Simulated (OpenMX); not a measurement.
Crystal: MnO.

```
CELL_PARAMETERS angstrom
0.00000 2.22391 2.22391
2.22391 0.00000 2.22391
2.22391 2.22391 0.00000
ATOMIC_POSITIONS crystal
Mn 0.00000 0.00000 0.00000
O 0.50000 0.50000 0.50000
```

The cell is a database's computed one.

Base run:

```yaml
Program: OpenMX 3.8.5
Functional: PBE
Potentials_or_basis: OpenMX 2013 PBE set, Mn6.0-s2p2d1, O6.0-s2p2, grid cutoff 400 Ry
k_mesh: 11 × 11 × 11
Occupations: fermi-dirac, width 0.05 eV
Spin: collinear spin, ferromagnetic start
Starting_moments: "[4.0, 0.0] μB"
```

Its results: pressure 6.0 GPa; net moment 4.93 μB per cell; site moments Mn +4.72; O +0.21 μB.

Problem. The run is repeated on the same cell with these changes: potentials or basis from OpenMX 2013 PBE set, Mn6.0-s2p2d1, O6.0-s2p2, grid cutoff 400 Ry to OpenMX 2013 PBE set, Mn6.0-s3p2d2, O6.0-s2p2d1, grid cutoff 400 Ry; k mesh from 11 × 11 × 11 to 7 × 7 × 7. What comes out?

Solution. Pressure 0.3 GPa; net moment 4.73 μB per cell; site moments Mn +4.50; O +0.23 μB.

Caveats: the basis of atomic orbitals isn't converged, which shifts pressures, moduli and gaps; a cell with one magnetic atom can't hold antiferromagnetic order, which such compounds often take; the transition metal has a single d function, too few for pressures, volumes and moments (some runs).
